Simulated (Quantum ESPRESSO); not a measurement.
# MoP (P-6m2) in Quantum ESPRESSO: equation of state with PBE+D2

Aim: the equation of state of MoP with PBE+D2.

Everything below comes from runs of Quantum ESPRESSO 7.5. Logs are shortened: lines on timing, memory, paths and dates and some standing lists are left out, and cuts for length are marked.

## (1) Starting point

The structure is hexagonal, space group P-6m2 (No. 187). The conventional cell has a = 3.223 Å, b = 3.223 Å, c = 3.191 Å, α = 90.00°, β = 90.00°, γ = 120.00°. Mo (site symmetry -6m2) has 6 P at 2.45 Å as nearest neighbours. P (site symmetry -6m2) is surrounded by 6 Mo at 2.45 Å.

## (2) Equation of state, PBE+D2

Input file run.py:

```python
import numpy as np
from ase.calculators.espresso import Espresso, EspressoProfile
from ase.io import read

atoms = read('POSCAR')

input_data = {
    'control': {'calculation': 'scf', 'prefix': 'pwscf', 'outdir': './tmp', 'tprnfor': True, 'tstress': True, 'disk_io': 'nowf', 'verbosity': 'high'},
    'system': {'ecutwfc': 36.0, 'ecutrho': 216.0, 'nbnd': 16, 'occupations': 'smearing', 'smearing': 'mp', 'degauss': 0.01999163, 'vdw_corr': 'grimme-d2'},
    'electrons': {'conv_thr': 4e-10, 'electron_maxstep': 120, 'mixing_beta': 0.5, 'mixing_mode': 'local-TF'},
}
pseudopotentials = {'Mo': 'Mo.GGA_PBE-JTH.UPF', 'P': 'P.GGA_PBE-JTH.UPF'}
profile = EspressoProfile(command='pw.x', pseudo_dir='pseudo')
dft = Espresso(profile=profile, input_data=input_data, pseudopotentials=pseudopotentials, kpts=(10, 10, 8), koffset=(0, 0, 0))
atoms.calc = dft

from ase.eos import EquationOfState
from ase.units import GPa
cell, v, e = atoms.cell.copy(), [], []
for x in [0.94, 0.96, 0.98, 1.0, 1.02, 1.04, 1.06]:
    atoms.set_cell(cell * x ** (1 / 3), scale_atoms=True)
    v.append(atoms.get_volume() / len(atoms))
    e.append(atoms.get_potential_energy() / len(atoms))
    print(f'V {v[-1]:.6f} A^3/atom  E {e[-1]:.8f} eV/atom')
v0, e0, b0 = EquationOfState(v, e, eos='birchmurnaghan').fit()
print(f'V0 {v0:.5f} A^3/atom  E0 {e0:.6f} eV/atom  B0 {b0 / GPa:.2f} GPa')
```

Input file POSCAR:

```
MoP
1.0
    3.2230000000      0.0000000000      0.0000000000
   -1.6115000000      2.7911998764      0.0000000000
    0.0000000000      0.0000000000      3.1910000000
Mo P
1 1
Direct
    0.0000000000      0.0000000000      0.0000000000
    0.3333333333      0.6666666667      0.5000000000
```

Potentials or basis: JTH 2.0 PBE.

Command:

```bash
OMP_NUM_THREADS=1 python run.py
```

Output:

```text
V 13.491987 A^3/atom  E -2854.57265155 eV/atom
V 13.779050 A^3/atom  E -2854.59625817 eV/atom
V 14.066114 A^3/atom  E -2854.60989155 eV/atom
V 14.353177 A^3/atom  E -2854.61446572 eV/atom
V 14.640241 A^3/atom  E -2854.61089552 eV/atom
V 14.927304 A^3/atom  E -2854.59985511 eV/atom
V 15.214368 A^3/atom  E -2854.58208247 eV/atom
V0 14.36603 A^3/atom  E0 -2854.614490 eV/atom  B0 227.64 GPa
```

espresso.pwi:

```text
&CONTROL
   calculation      = 'scf'
   verbosity        = 'high'
   tstress          = .true.
   tprnfor          = .true.
   outdir           = './tmp'
   prefix           = 'pwscf'
   disk_io          = 'nowf'
   pseudo_dir       = 'pseudo'
/
&SYSTEM
   nbnd             = 16
   ecutwfc          = 36.0
   ecutrho          = 216.0
   occupations      = 'smearing'
   degauss          = 0.01999163
   smearing         = 'mp'
   vdw_corr         = 'grimme-d2'
   ntyp             = 2
   nat              = 2
   ibrav            = 0
/
&ELECTRONS
   electron_maxstep = 120
   conv_thr         = 4e-10
   mixing_mode      = 'local-TF'
   mixing_beta      = 0.5
/
&IONS
/
&CELL
/
&FCP
/
&RISM
/
ATOMIC_SPECIES
Mo 95.95 Mo.GGA_PBE-JTH.UPF
P 30.973761998 P.GGA_PBE-JTH.UPF

K_POINTS automatic
10 10 8  0 0 0

CELL_PARAMETERS angstrom
3.28621212666680 0.00000000000000 0.00000000000000
-1.64310606333340 2.84594318392074 0.00000000000000
0.00000000000000 0.00000000000000 3.25358451634929

ATOMIC_POSITIONS angstrom
Mo 0.0000000000 0.0000000000 0.0000000000  
P -0.0000000002 1.8972954560 1.6267922582
```

espresso.pwo:

```text
This program is part of the open-source Quantum ESPRESSO suite
     for quantum simulation of materials; please cite
         "P. Giannozzi et al., J. Phys.:Condens. Matter 21 395502 (2009);
         "P. Giannozzi et al., J. Phys.:Condens. Matter 29 465901 (2017);
         "P. Giannozzi et al., J. Chem. Phys. 152 154105 (2020);
     in publications or presentations arising from this work. More details at

Warning: card &CELL ignored
Warning: card &FCP ignored
Warning: card &RISM ignored

     file Mo.GGA_PBE-JTH.UPF: wavefunction(s)  4S 5S 4P 0P 4D 0D renormalized
     file P.GGA_PBE-JTH.UPF: wavefunction(s)  0S 0P renormalized
     Message from routine setup:
     using ibrav=0 with symmetry is DISCOURAGED, use correct ibrav instead

     G-vector sticks info
     --------------------
     sticks:   dense  smooth     PW     G-vecs:    dense   smooth      PW
     Sum         583     379    121                11051     6017    1093

     Using Slab Decomposition

     bravais-lattice index     =            0
     lattice parameter (alat)  =       6.2100  a.u.
     unit-cell volume          =     205.3433 (a.u.)^3
     number of atoms/cell      =            2
     number of atomic types    =            2
     number of electrons       =        19.00
     number of Kohn-Sham states=           16
     kinetic-energy cutoff     =      36.0000  Ry
     charge density cutoff     =     216.0000  Ry
     scf convergence threshold =      4.0E-10
     mixing beta               =       0.5000
     number of iterations used =            8  local-TF  mixing
     Exchange-correlation= SLA PW PBX PBC
                           (   1   4   3   4   0   0   0)

     celldm(1)=   6.210041  celldm(2)=   0.000000  celldm(3)=   0.000000
     celldm(4)=   0.000000  celldm(5)=   0.000000  celldm(6)=   0.000000

     crystal axes: (cart. coord. in units of alat)
               a(1) = (   1.000000   0.000000   0.000000 )
               a(2) = (  -0.500000   0.866025   0.000000 )
               a(3) = (   0.000000   0.000000   0.990071 )

     reciprocal axes: (cart. coord. in units 2 pi/alat)
               b(1) = (  1.000000  0.577350 -0.000000 )
               b(2) = (  0.000000  1.154701  0.000000 )
               b(3) = (  0.000000 -0.000000  1.010028 )

     PseudoPot. # 1 for Mo read from file:
     Mo.GGA_PBE-JTH.UPF
     Pseudo is Projector augmented-wave + core cor, Zval = 14.0
     Generated using ATOMPAW code
     Shape of augmentation charge: SINC**2
     Using radial grid of 1076 points,  6 beta functions with:
                l(1) =   0
                l(2) =   0
                l(3) =   1
                l(4) =   1
                l(5) =   2
                l(6) =   2
     Q(r) pseudized with 0 coefficients

[... 306 lines left out ...]

     Smooth grid:     6017 G-vectors     FFT dimensions: (  24,  24,  24)

     Check: negative core charge=   -0.000002

     Initial potential from superposition of free atoms

     starting charge      18.9986, renormalised to      19.0000

     negative rho (up, down):  8.972E-05 0.000E+00
     Starting wfcs are   26 randomized atomic wfcs

     Self-consistent Calculation

     iteration #  1     ecut=    36.00 Ry     beta= 0.50
     Davidson diagonalization with overlap

---- Real-time Memory Report at c_bands before calling an iterative solver
            82 MiB given to the printing process from OS
            36 MiB allocation reported by mallinfo(arena+hblkhd)
------------------
     ethr =  1.00E-02,  avg # of iterations =  5.2
[... 121 lines left out ...]
---- Real-time Memory Report at c_bands before calling an iterative solver
            82 MiB given to the printing process from OS
            69 MiB allocation reported by mallinfo(arena+hblkhd)
------------------
     ethr =  3.46E-11,  avg # of iterations =  2.2

     negative rho (up, down):  6.392E-04 0.000E+00

     End of self-consistent calculation

          k = 0.0000 0.0000 0.0000 (   761 PWs)   bands (ev):

   -45.3185 -19.4582 -19.2538 -19.2538   2.3973  12.1130  12.8445  12.8445
    15.1728  16.1867  16.1867  19.7943  19.7943  21.2761  24.4684  24.7032
[... 253 lines left out ...]
     occupation numbers
     1.0000   1.0000   1.0000   1.0000   1.0000   1.0000   1.0000   1.0000
     1.0000  -0.0000  -0.0000  -0.0000  -0.0000  -0.0000  -0.0000  -0.0000

          k = 0.0000-0.5774-0.5050 (   760 PWs)   bands (ev):

   -45.2795 -19.6311 -19.4881 -19.2945   5.1148  10.1074  10.8413  11.7675
    14.9555  17.2561  17.6143  19.1745  20.6430  22.0119  22.1185  24.0327

     occupation numbers
     1.0000   1.0000   1.0000   1.0000   1.0000   1.0000   1.0000   1.0000
     1.0000  -0.0000  -0.0000  -0.0000  -0.0000  -0.0000  -0.0000  -0.0000
[... 357 lines left out ...]
     occupation numbers
     1.0000   1.0000   1.0000   1.0000   1.0000   1.0000   1.0000   1.0000
     1.0000  -0.0000  -0.0000  -0.0000  -0.0000  -0.0000  -0.0000  -0.0000

     the Fermi energy is    15.9379 ev

!    total energy              =    -419.61586321 Ry
     total all-electron energy =      -419.615863 Ry
     estimated scf accuracy    <          2.2E-10 Ry
     smearing contrib. (-TS)   =       0.00034595 Ry
     internal energy E=F+TS    =    -419.61620915 Ry

     The total energy is F=E-TS. E is the sum of the following terms:
     one-electron contribution =     -27.67269330 Ry
     hartree contribution      =      28.62001754 Ry
     xc contribution           =     -20.25260771 Ry
     ewald contribution        =    -123.98593745 Ry
     Dispersion Correction     =      -0.06892884 Ry
     one-center paw contrib.   =    -276.25605939 Ry
      -> PAW hartree energy AE =      92.68258169 Ry
      -> PAW hartree energy PS =     -95.30678093 Ry
      -> PAW xc energy AE      =    -290.03077948 Ry
      -> PAW xc energy PS      =      16.39891933 Ry
      -> total E_H with PAW    =      25.99581830 Ry
      -> total E_XC with PAW   =    -293.88446786 Ry

     convergence has been achieved in  10 iterations

     negative rho (up, down):  6.392E-04 0.000E+00

     Forces acting on atoms (cartesian axes, Ry/au):

     atom    1 type  1   force =     0.00000000    0.00000000    0.00000000
     atom    2 type  2   force =     0.00000000    0.00000000    0.00000000
     The non-local contrib.  to forces
     atom    1 type  1   force =     0.00000000    0.00000000    0.00000000
     atom    2 type  2   force =     0.00000000   -0.00000000    0.00000000
     The ionic contribution  to forces
     atom    1 type  1   force =    -0.00000000    0.00000000    0.00000000
     atom    2 type  2   force =     0.00000000   -0.00000000   -0.00000000
     The local contribution  to forces
     atom    1 type  1   force =     0.00000000   -0.00000000   -0.00000000
     atom    2 type  2   force =    -0.00000000    0.00000000    0.00000000
     The core correction contribution to forces
     atom    1 type  1   force =    -0.00000000    0.00000000    0.00000000
     atom    2 type  2   force =    -0.00000000    0.00000000    0.00000000
     The Hubbard contrib.    to forces
     atom    1 type  1   force =     0.00000000    0.00000000    0.00000000
     atom    2 type  2   force =     0.00000000    0.00000000    0.00000000
     The SCF correction term to forces
     atom    1 type  1   force =     0.00000000   -0.00000000   -0.00000000
     atom    2 type  2   force =    -0.00000000    0.00000000    0.00000000

     Dispersion contribution to forces:
     atom    1 type  1   force =     0.00000000   -0.00000000   -0.00000000
     atom    2 type  2   force =    -0.00000000    0.00000000    0.00000000

     Total force =     0.000000     Total SCF correction =     0.000000

     Total Dispersion Force =     0.000000

     Computing stress (Cartesian axis) and pressure

     negative rho (up, down):  6.392E-04 0.000E+00
          total   stress  (Ry/bohr**3)                   (kbar)     P=     -118.98
  -0.00071438  -0.00000000   0.00000000         -105.09       -0.00        0.00
  -0.00000000  -0.00071438  -0.00000000           -0.00     -105.09       -0.00
  -0.00000000  -0.00000000  -0.00099769           -0.00       -0.00     -146.77

     kinetic stress (kbar)  11872.15     -0.00     -0.00
                               -0.00  11872.15      0.00
                               -0.00      0.00  11499.32

     local   stress (kbar)   5500.80      0.00     -0.00
                                0.00   5500.80     -0.00
                               -0.00     -0.00   2787.98

     nonloc. stress (kbar)  10814.39      0.00      0.00
                                0.00  10814.39     -0.00
                                0.00     -0.00  10812.25

     hartree stress (kbar)   6771.03     -0.00     -0.00
                               -0.00   6771.03     -0.00
                               -0.00     -0.00   6960.92

     exc-cor stress (kbar)  -3806.74     -0.00      0.00
                               -0.00  -3806.74     -0.00
                                0.00     -0.00  -3798.87

     corecor stress (kbar)   -673.77      0.00     -0.00
                                0.00   -673.77     -0.00
                               -0.00     -0.00   -676.46

     ewald   stress (kbar) -30559.81     -0.00     -0.00
                               -0.00 -30559.81     -0.00
                               -0.00     -0.00 -27702.19

     hubbard stress (kbar)      0.00      0.00      0.00
                                0.00      0.00      0.00
                                0.00      0.00      0.00

     DFT-D   stress (kbar)    -23.15     -0.00      0.00
                               -0.00    -23.15     -0.00
                                0.00     -0.00    -29.71

     XDM     stress (kbar)      0.00      0.00      0.00
                                0.00      0.00      0.00
                                0.00      0.00      0.00

     dft-nl  stress (kbar)      0.00      0.00      0.00
                                0.00      0.00      0.00
                                0.00      0.00      0.00

     TS-vdW  stress (kbar)      0.00      0.00      0.00
                                0.00      0.00      0.00
                                0.00      0.00      0.00

     MDB     stress (kbar)      0.00      0.00      0.00
                                0.00      0.00      0.00
                                0.00      0.00      0.00

     3D-RISM stress (kbar)      0.00      0.00      0.00
                                0.00      0.00      0.00
                                0.00      0.00      0.00

=------------------------------------------------------------------------------=
   JOB DONE.
=------------------------------------------------------------------------------=
```

It took 1.8 min on 1 thread of Arm Neoverse V1, shared host; peak memory 0.08 GiB.

These settings aren't checked as converged (typed here: verbose = yes; smearing = methfessel-paxton; width = 0.272; mixing_mode = local-TF): the numbers below hold their error.

What came out:

- Equilibrium volume: 14.37 Å³/atom
- Bulk modulus at fixed shape and positions: 228 GPa
- Pressure derivative of the bulk modulus: 3.9

Caveat: the cutoff is low for these files, which shifts pressure and relaxed volume; the cell was scaled at fixed shape and fractional positions, which overstates the stiffness of a crystal with free parameters, most of all of layers and chains.
